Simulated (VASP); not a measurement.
A calculation with VASP 6.6.1 of Au (native input, structure from a POSCAR):

The input INCAR:

```
PREC = Accurate
ENCUT = 550
EDIFF = 1E-6
ISMEAR = 0
SIGMA = 0.1
LREAL = F
LASPH = T
NELM = 60
ALGO = Fast
ISIF = 2
LWAVE = F
LCHARG = F
GGA = PE
```

File KPOINTS:

```
Automatic mesh
0
Gamma
  11 11 6
```

POSCAR

```
Au
1.0
    2.9000000000      0.0000000000      0.0000000000
   -1.4500000000      2.5114736710      0.0000000000
    0.0000000000      0.0000000000      4.8800000000
Au
2
Cartesian
    1.4500000001      0.8371578902      1.2200000000
   -0.0000000001      1.6743157808      3.6600000000
```

Potentials or basis: VASP PAW PBE potentials, release 64 (Au_GW).

The run is started by

```console
$ cat potpaw_PBE.64/Au_GW/POTCAR > POTCAR
$ mpirun -np 1 vasp_std > vasp.out
```

This isn't the form of Au at room conditions, which is fcc.

Task: Write the same calculation in another form: ASE script, Cartesian positions.

Result: As run:

run.py

```python
from ase.calculators.vasp import Vasp
from ase.dft.bandgap import bandgap
from ase.io import read

atoms = read('Au.xyz')
calc = Vasp(
    directory='calc',
    xc='pbe',
    pp='PBE',
    setups={'base': 'minimal', 'Au': '_GW'},
    prec='Accurate',
    encut=550,
    ediff=1e-07,
    ismear=0,
    sigma=0.1,
    lreal=False,
    lasph=True,
    nelm=60,
    algo='Normal',
    isif=2,
    lwave=False,
    lcharg=True,
    lelf=True,
    lvhar=True,
    kpts=[11, 11, 6],
    gamma=True,
    nbands=18,
)
atoms.calc = calc

print('energy (eV):', atoms.get_potential_energy())
print('free energy (eV):', atoms.get_potential_energy(force_consistent=True))
print('forces (eV/A):')
print(atoms.get_forces())
print('stress (eV/A^3, Voigt):', atoms.get_stress())
print('Fermi level (eV):', calc.get_fermi_level())
gap, top, bottom = bandgap(calc)
print('band gap (eV):', gap, 'from (spin, k, band)', top, 'to', bottom)
```

File Au.xyz:

```xyz
2
Lattice="2.9000000000 0.0000000000 0.0000000000 -1.4500000000 2.5114736710 0.0000000000 0.0000000000 0.0000000000 4.8800000000" Properties=species:S:1:pos:R:3 pbc="T T T"
Au     1.4500000001      0.8371578902      1.2200000000
Au    -0.0000000001      1.6743157808      3.6600000000
```

Potentials or basis: VASP PAW PBE potentials, release 64 (Au_GW).

Run with:

```bash
$ python run.py
```

Both were run:

|  | native input, structure from a POSCAR | ASE script, Cartesian positions |
| --- | --- | --- |
| Pressure | 1.4 GPa | 1.4 GPa |
| Band gap on the k mesh | none (metal or under the smearing width) | none (metal or under the smearing width) |

Keys that steer only the numerical path or the files written may differ.
